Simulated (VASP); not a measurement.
Si, 16 atoms in the cell. The typed cell holds 16 atoms: a = 8.045 Å, b = 8.045 Å, c = 8.045 Å, α = 60.00°, β = 60.00°, γ = 60.00°. The cell was built by a generator and needn't be a form met in nature.

| Quantity | Value |
| --- | --- |
| Program | VASP 6.6.1 |
| Task | single point |
| Functional | PBEsol |
| Potentials or basis | VASP PAW PBE potentials, release 64 (Si) |
| Cutoff | 520 eV |
| k mesh | 2 × 2 × 2 |
| Occupations | fermi-dirac, width 0.36 eV |
| Spin | no spin polarisation |
| Dipole correction | no |
| Further INCAR settings | LREAL = Auto; ALGO = Fast; EDIFF = 1e-07; NBANDS = 46 |

Potentials or basis: VASP PAW PBE potentials, release 64 (Si).

The run is started by

```bash
$ cat potpaw_PBE.64/Si/POTCAR > POTCAR
$ mpirun -np 1 vasp_std > vasp.out
```

Hardware: 1 thread of Intel(R) Xeon(R) 6975P-C (Granite Rapids), with other jobs on the host.

Question: How long does it take, and how much memory?

Answer: Wall time 2.3 min on 1 thread of Intel(R) Xeon(R) 6975P-C (Granite Rapids), on a shared host, peak memory 0.48 GiB. Counts: scf iterations 28, k points 8.
